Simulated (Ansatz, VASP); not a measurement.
**One calculation of HfN, two programs**

Contents of INCAR:

```
SYSTEM = HfN
ALGO = Normal
EDIFF = 1E-6
ENCUT = 520
GGA = PS
ISIF = 2
ISMEAR = -1
LASPH = .TRUE.
LCHARG = .FALSE.
LREAL = .FALSE.
LWAVE = .FALSE.
NBANDS = 14
NELM = 60
PREC = Accurate
SIGMA = 0.05
```

File KPOINTS:

```
k-points
0
G
  10 10 10
  0 0 0
```

POSCAR

```
HfN
1.0
    0.0000000000      2.2560000000      2.2560000000
    2.2560000000      0.0000000000      2.2560000000
    2.2560000000      2.2560000000      0.0000000000
Hf N
1 1
Direct
    0.0000000000      0.0000000000      0.0000000000
    0.5000000000      0.5000000000      0.5000000000
```

The input input.yaml:

```yaml
crystal:
  lattice:
    - [0.0, 2.256, 2.256]
    - [2.256, 0.0, 2.256]
    - [2.256, 2.256, 0.0]
  atoms:
    - { symbol: Hf, position: [0.0, 0.0, 0.0] }
    - { symbol: "N", position: [0.5, 0.5, 0.5] }
hamiltonian:
  xc: pbesol
  pseudopotentials: { kind: paw }
kpoints:
  mp_grid: { grid: [10, 10, 10] }
scf:
  occupations: { method: fermi_dirac, width: 0.05 }
output:
  forces: true
  stress: true
  eigenvalues: true
```

Alike in both runs: task single point; functional PBEsol; k mesh 10 × 10 × 10; occupations fermi-dirac, width 0.05 eV; no spin polarisation.

```csv
,VASP,Ansatz
version,VASP 6.6.1,Ansatz 0.2.0
potentials or method,"VASP PAW PBE potentials, release 64 (Hf_pv, N)",Ansatz PAW
plane-wave cutoff (eV),520,420
valence electrons in the cell,15,31
```

```csv
,VASP,Ansatz,Ansatz less VASP
gap on the k mesh at the Fermi level (eV),none,none,-
pressure (GPa),-4.1,-1.9,+2.15
```

A gap of «none» marks a metal or a gap that the smearing closes. The two sets of potentials don't hold the same shells in valence.

Caveats: the PAW data sets were made with another functional, which shifts forces and pressure a little (VASP); the pressure holds a Pulay correction of +0.5 GPa for the finite cutoff (Ansatz); the PAW data sets come from PBE, with cores solved anew for the run's functional, which leaves a small shift of forces and pressure (Ansatz). Spin-orbit coupling is left out, which matters for the levels of Hf.
